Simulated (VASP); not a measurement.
# Sn (Immm) in VASP: further runs

Runs on Sn. Level: PBE. Tasks: single point.

Program: VASP 6.6.1. These are calculated values, not measurements. Logs are shortened: lines on timing, memory, paths and dates and some standing lists are left out, and cuts for length are marked.

### Step 1. The crystal as given

Symmetry: Immm, No. 71, orthorhombic system. The conventional cell has a = 3.453 Å, b = 3.551 Å, c = 4.677 Å, α = 90.00°, β = 90.00°, γ = 90.00°. Around Sn (site symmetry mmm) lie 12 Sn at 3.41 to 3.55 Å.

This isn't the form of Sn at room conditions, which is tetragonal (white tin).

### Step 2. Single point, PBE

INCAR

```
SYSTEM = Sn
ADDGRID = .FALSE.
ALGO = Normal
EDIFF = 1E-6
ENCUT = 450
GGA = PE
ISIF = 2
ISMEAR = 1
LASPH = .TRUE.
LCHARG = .FALSE.
LREAL = .FALSE.
LWAVE = .FALSE.
NELM = 100
PREC = Accurate
SIGMA = 0.2
```

KPOINTS

```
k-points
0
G
  12 12 12
  0 0 0
```

POSCAR

```
Sn
1.0
   -1.6810770000      1.7214010000      2.3373330000
    1.7271670000     -1.7623000000      2.4024190000
    1.7145940000      1.7948920000     -2.3683880000
Sn
1
Direct
    0.0245380000     -0.0183670000      0.0024320000
```

Potentials or basis: VASP PAW PBE potentials, release 64 (Sn).

Started as:

```
$ cat potpaw_PBE.64/Sn/POTCAR > POTCAR
$ mpirun -np 1 vasp_std > vasp.out
```

OUTCAR:

```text
SYSTEM = Sn
   EDIFF = 1E-6
   ENCUT = 450
   GGA = PE
   ISIF = 2
   ISMEAR = 1
   LASPH = .TRUE.
   LREAL = .FALSE.
   NELM = 100
   PREC = Accurate

 Found    868 irreducible k-points:

 Following reciprocal coordinates:
            Coordinates               Weight
  0.000000  0.000000  0.000000      1.000000
  0.083333  0.000000  0.000000      2.000000
  0.166667  0.000000  0.000000      2.000000
  0.250000  0.000000  0.000000      2.000000
  0.333333  0.000000  0.000000      2.000000
  0.416667  0.000000  0.000000      2.000000
   k-points           NKPTS =    868   k-points in BZ     NKDIM =    868   number of bands    NBANDS=      6
   number of dos      NEDOS =    301   number of ions     NIONS =      1
   total plane-waves  NPLWV =  13824
   dimension x,y,z NGX =    24 NGY =   24 NGZ =   24
   dimension x,y,z NGXF=    48 NGYF=   48 NGZF=   48
   ions per type =               1
   NGX,Y,Z   is equivalent  to a cutoff of  11.89, 11.59, 11.63 a.u.
   NGXF,Y,Z  is equivalent  to a cutoff of  23.79, 23.17, 23.26 a.u.
 SYSTEM =  Sn
   PREC   = accura    normal or accurate (medium, high low for compatibility)
   ISTART =      0    job   : 0-new  1-cont  2-samecut
   ICHARG =      2    charge: 1-file 2-atom 10-const
   ISPIN  =      1    spin polarized calculation?
   LNONCOLLINEAR =      F non collinear calculations
   LSORBIT =      F    spin-orbit coupling
   LASPH  =      T    aspherical Exc in radial PAW
   ENCUT  =  450.0 eV  33.07 Ry    5.75 a.u.   5.80  5.96  5.93*2*pi/ulx,y,z
   NELM   =    100;   NELMIN=  2; NELMDL= -5     # of ELM steps
   EDIFF  = 0.1E-05   stopping-criterion for ELM
   LREAL  =      F    real-space projection
   EDIFFG = 0.1E-04   stopping-criterion for IOM
   NSW    =      0    number of steps for IOM
   IBRION =     -1    ionic relax: 0-MD 1-quasi-New 2-CG
   NFREE  =      0    steps in history (QN), initial steepest desc. (CG)
   ISIF   =      2    stress and relaxation
   ISYM   =      2    0-nonsym 1-usesym 2-fastsym
   POTIM  = 0.5000    time-step for ionic-motion
   TEBEG  =    0.0;   TEEND  =   0.0 temperature during run
   PSTRESS=    0.0 pullay stress
   NELECT =       4.0000    total number of electrons
   NUPDOWN=      -1.0000    fix difference up-down
   EMIN   =  10.00;   EMAX   =-10.00  energy-range for DOS
   EFERMI =   0.00;   METHOD = LEGACY
   ISMEAR =     1;   SIGMA  =   0.20  broadening in eV -4-tet -1-fermi 0-gaus
   EFERMI_NEDOS =   21; number of points for ismear=-14 and -15
   IALGO  =     38    algorithm
   IMIX   =      4    mixing-type and parameters
     AMIX     =   0.40;   BMIX     =  1.00
     AMIX_MAG =   1.60;   BMIX_MAG =  1.00
  volume/ion in A,a.u.               =      28.67       193.50
  Fermi-wavevector in a.u.,A,eV,Ry     =   0.849055  1.604482  9.808370  0.720895
  Thomas-Fermi vector in A             =   1.964816
   LORBIT       =      0    0 simple, 1 ext, 2 COOP (PROOUT), +10 PAW based schemes
   GGA     = PE    functional components
   LHFCALC =     F    Hartree Fock is set to
   AEXX    =    0.0000 exact exchange contribution
   IVDW    =     0    specifies the selected vdW correction
   LEPSILON=     F    determine dielectric tensor
   LRPA    =     F    only Hartree local field effects (RPA)
 non-spin polarized calculation
 Methfessel and Paxton  Order N= 1 SIGMA  =   0.20
  energy-cutoff  :      450.00
  volume of cell :       28.67
 maximum number of plane-waves:       636
   NGX = 11   NGY = 11   NGZ = 11

 number of electron       4.0000000 magnetization

 Free energy of the ion-electron system (eV)
  ---------------------------------------------------
  ext. energy  EPLUGINS =         0.00000000
  ---------------------------------------------------
  free energy    TOTEN  =        -3.76457992 eV

  energy without entropy =       -3.76390126  energy(sigma->0) =       -3.76435370

 E-fermi :   4.9323     XC(G=0):  -9.9665

 val. band max:        4.9306344545   @ k =   0.2500  -0.1667   0.3333
 cond. band min:       4.9416287552   @ k =  -0.2500  -0.1667   0.4167
 fundamental gap:      0.0109943007
 Fermi energy:         4.9322759854

 k-point     1 :       0.0000    0.0000    0.0000
  band No.  band energies     occupation
      1      -5.8271      2.00000
      2      11.8339      0.00000
      3      12.2029      0.00000
      4      12.5655      0.00000
      5      15.5969      0.00000
      6      15.7597      0.00000

 k-point     2 :       0.0833    0.0000    0.0000
  band No.  band energies     occupation
      1      -5.6897      2.00000
      2      10.8760      0.00000
      3      11.7143      0.00000
      4      12.2082      0.00000
      5      14.8645      0.00000
      6      16.1489      0.00000

 k-point     3 :       0.1667    0.0000    0.0000
  band No.  band energies     occupation
      1      -5.2779      2.00000
      2       8.3925     -0.00000
      3      11.3962      0.00000
      4      11.6472      0.00000
      5      14.4548      0.00000
      6      16.7791      0.00000

 k-point     4 :       0.2500    0.0000    0.0000
  band No.  band energies     occupation
      1      -4.5953      2.00000
      2       5.8818     -0.00000
      3      11.0373      0.00000
      4      11.1077      0.00000
      5      14.2318      0.00000
      6      16.1834      0.00000

 k-point     5 :       0.3333    0.0000    0.0000
  band No.  band energies     occupation
      1      -3.6567      2.00000
      2       3.5790      2.00000
      3      10.5867      0.00000
      4      10.8420      0.00000
      5      14.1876      0.00000
      6      15.5098      0.00000

 k-point     6 :       0.4167    0.0000    0.0000
  band No.  band energies     occupation
      1      -2.5344      2.00000
      2       1.6208      2.00000
      3      10.2844      0.00000
      4      10.6945      0.00000
      5      14.3097      0.00000
      6      15.0783      0.00000

 [... further k-points ...]

------------------------ aborting loop because EDIFF is reached ----------------------------------------

  FORCE on cell =-STRESS in cart. coord.  units (eV):
  Direction    XX          YY          ZZ          XY          YZ          ZX
  --------------------------------------------------------------------------------------
  -------------------------------------------------------------------------------------
  Total       -0.1959027     -0.2347437     -0.2838908      0.0351869     -0.0501996      0.0294099
  in kB      -10.9464771    -13.1168009    -15.8629966      1.9661417     -2.8050077      1.6433407
  external PRESSURE =     -13.3087582 kB  Pullay stress =       0.0000000 kB

 VOLUME and BASIS-vectors are now :
 -----------------------------------------------------------------------------
  energy-cutoff  :      450.00
  volume of cell :       28.67
      direct lattice vectors                 reciprocal lattice vectors
    -1.681077000  1.721401000  2.337333000    -0.004822354  0.286321943  0.213499049
     1.727167000 -1.762300000  2.402419000     0.288499269 -0.000911461  0.208168231
     1.714594000  1.794892000 -2.368388000     0.287885548  0.281643047 -0.000369160

 POSITION                                       TOTAL-FORCE (eV/Angst)
 -----------------------------------------------------------------------------------
      1.65836     -1.68333      2.40989         0.000000      0.000000      0.000000
 -----------------------------------------------------------------------------------
    total drift:                               -0.000000      0.000000      0.000000

  FREE ENERGIE OF THE ION-ELECTRON SYSTEM (eV)
  ---------------------------------------------------
  free  energy   TOTEN  =        -3.7645799197 eV

  energy  without entropy=       -3.7639012595  energy(sigma->0) =       -3.76435370
```

Run time: 26 s. Hardware: 1 thread of Intel Xeon 6975P-C (Granite Rapids), shared host; peak memory 0.25 GiB.

The run converged, but some of its settings lie outside the range that counts as converged, so its numbers aren't taken as properties of the crystal.

Results:

- Free energy: -3.7646 eV
- Pressure: -1.3 GPa
- Band gap on the k mesh: none (metal or under the smearing width)

### Step 3. Single point, PBE

Edit INCAR of step 2 so:

```diff
@@ -1,5 +1,5 @@
 SYSTEM = Sn
-ADDGRID = .FALSE.
+ADDGRID = .TRUE.
 ALGO = Normal
-EDIFF = 1E-6
+EDIFF = 1E-7
 ENCUT = 450
```

KPOINTS is that of step 2.

POSCAR

```
Sn
1.0
   -1.7265390000      1.7755470000      2.3383420000
    1.7265390000     -1.7755470000      2.3383420000
    1.7265390000      1.7755470000     -2.3383420000
Sn
1
Direct
    0.0000000000      0.0000000000      0.0000000000
```

Potentials or basis: VASP PAW PBE potentials, release 64 (Sn).

Started as:

```
$ cat potpaw_PBE.64/Sn/POTCAR > POTCAR
$ mpirun -np 1 vasp_std > vasp.out
```

OUTCAR:

```text
SYSTEM = Sn
   EDIFF = 1E-7
   ENCUT = 450
   GGA = PE
   ISIF = 2
   ISMEAR = 1
   LASPH = .TRUE.
   LREAL = .FALSE.
   NELM = 100
   PREC = Accurate

 Found    280 irreducible k-points:

 Following reciprocal coordinates:
            Coordinates               Weight
  0.000000  0.000000  0.000000      1.000000
  0.083333  0.000000 -0.000000      4.000000
  0.166667  0.000000 -0.000000      4.000000
  0.250000  0.000000 -0.000000      4.000000
  0.333333  0.000000  0.000000      4.000000
  0.416667  0.000000 -0.000000      4.000000
   k-points           NKPTS =    280   k-points in BZ     NKDIM =    280   number of bands    NBANDS=      6
   number of dos      NEDOS =    301   number of ions     NIONS =      1
   total plane-waves  NPLWV =  13824
   dimension x,y,z NGX =    24 NGY =   24 NGZ =   24
   dimension x,y,z NGXF=    48 NGYF=   48 NGZF=   48
   ions per type =               1
   NGX,Y,Z   is equivalent  to a cutoff of  11.71, 11.71, 11.71 a.u.
   NGXF,Y,Z  is equivalent  to a cutoff of  23.43, 23.43, 23.43 a.u.
 SYSTEM =  Sn
   PREC   = accura    normal or accurate (medium, high low for compatibility)
   ISTART =      0    job   : 0-new  1-cont  2-samecut
   ICHARG =      2    charge: 1-file 2-atom 10-const
   ISPIN  =      1    spin polarized calculation?
   LNONCOLLINEAR =      F non collinear calculations
   LSORBIT =      F    spin-orbit coupling
   LASPH  =      T    aspherical Exc in radial PAW
[... 57 lines left out ...]

 k-point     1 :       0.0000    0.0000    0.0000
  band No.  band energies     occupation
      1      -5.8263      2.00000
      2      11.9799      0.00000
      3      12.1204      0.00000
      4      12.5293      0.00000
      5      15.5904      0.00000
      6      15.8004      0.00000
[... 37 lines left out ...]
 k-point     6 :       0.4167    0.0000   -0.0000
  band No.  band energies     occupation
      1      -2.6321      2.00000
      2       1.5362      2.00000
      3      10.3021      0.00000
      4      10.9920      0.00000
      5      14.4293      0.00000
      6      15.1058      0.00000

 [... further k-points ...]

------------------------ aborting loop because EDIFF is reached ----------------------------------------

  FORCE on cell =-STRESS in cart. coord.  units (eV):
  Direction    XX          YY          ZZ          XY          YZ          ZX
  --------------------------------------------------------------------------------------
  -------------------------------------------------------------------------------------
  Total       -0.1424275     -0.2755523     -0.2905566      0.0000000      0.0000000      0.0000000
  in kB       -7.9584404    -15.3970687    -16.2354666      0.0000000      0.0000000      0.0000000
  external PRESSURE =     -13.1969919 kB  Pullay stress =       0.0000000 kB

 VOLUME and BASIS-vectors are now :
 -----------------------------------------------------------------------------
  energy-cutoff  :      450.00
  volume of cell :       28.67
      direct lattice vectors                 reciprocal lattice vectors
    -1.726539000  1.775547000  2.338342000     0.000000000  0.281603359  0.213826720
     1.726539000 -1.775547000  2.338342000     0.289596702  0.000000000  0.213826720
     1.726539000  1.775547000 -2.338342000     0.289596702  0.281603359  0.000000000

 POSITION                                       TOTAL-FORCE (eV/Angst)
 -----------------------------------------------------------------------------------
      0.00000      0.00000      0.00000        -0.000000     -0.000000      0.000000
 -----------------------------------------------------------------------------------
    total drift:                                0.000000      0.000000      0.000000

  FREE ENERGIE OF THE ION-ELECTRON SYSTEM (eV)
  ---------------------------------------------------
  free  energy   TOTEN  =        -3.7642153334 eV

  energy  without entropy=       -3.7631560134  energy(sigma->0) =       -3.76386223
```

Run time: 18 s. Hardware: 1 thread of Intel Xeon 6975P-C (Granite Rapids), shared host; peak memory 0.26 GiB.

The run converged, but some of its settings lie outside the range that counts as converged, so its numbers aren't taken as properties of the crystal.

What came out:

```yaml
Free_energy: -3.7642 eV
Pressure: -1.3 GPa
Band_gap_on_the_k_mesh: none (metal or under the smearing width)
```

(Part 1 of 3 ends here.)
